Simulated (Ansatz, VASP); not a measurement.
Two plane-wave programs on GaN

File INCAR:

```
  PREC = Accurate
  ENCUT = 520
  EDIFF = 1E-7
  ISMEAR = 0
  SIGMA = 0.02
  LREAL = F
  LASPH = T
  NELM = 80
  ALGO = Normal
  ISIF = 2
  LWAVE = F
  LCHARG = T
  GGA = PE
  LELF = T
  LVHAR = T
  NBANDS = 16
```

KPOINTS

```
regular mesh
0
Gamma
  10 10 10
```

File POSCAR:

```
GaN
1.0
    0.0000000000      2.2038556088      2.2038556088
    2.2038556088      0.0000000000      2.2038556088
    2.2038556088      2.2038556088      0.0000000000
Ga N
1 1
Direct
    0.0000000000      0.0000000000      0.0000000000
    0.7500000000      0.7500000000      0.7500000000
```

Input for Ansatz:

```yaml
crystal:
  lattice:
    - [0.0, 2.2038556088, 2.2038556088]
    - [2.2038556088, 0.0, 2.2038556088]
    - [2.2038556088, 2.2038556088, 0.0]
  atoms:
    - { symbol: Ga, position: [0.0, 0.0, 0.0] }
    - { symbol: "N", position: [0.75, 0.75, 0.75] }
basis:
  ecutwfc: 420
kpoints:
  mp_grid: { grid: [10, 10, 10] }
hamiltonian:
  xc: pbe
scf:
  occupations: { method: gaussian, width: 0.02 }
output:
  forces: true
  stress: true
  eigenvalues: true
```

Alike in both runs: task single point; functional PBE; k mesh 10 × 10 × 10; occupations gaussian, width 0.02 eV; no spin polarisation.

|  | VASP | Ansatz |
| --- | --- | --- |
| version | VASP 6.6.1 | Ansatz 0.2.0 |
| potentials or method | VASP PAW PBE potentials, release 64 (Ga_d, N) | scalar-relativistic, plane waves, PAW |
| plane-wave cutoff (eV) | 520 | 420 |
| valence electrons in the cell | 18 | 18 |

```tsv
	VASP	Ansatz	Ansatz less VASP
gap on the k mesh at the Fermi level (eV)	2.16	2.14	-0.013
least direct gap on the mesh (eV)	2.16	2.14	-0.013
pressure (GPa)	19.9	20.0	+0.09
```

Caveats: so large a pressure means that the cell lies far from this level's equilibrium, or that cutoff or potentials fall short (VASP).
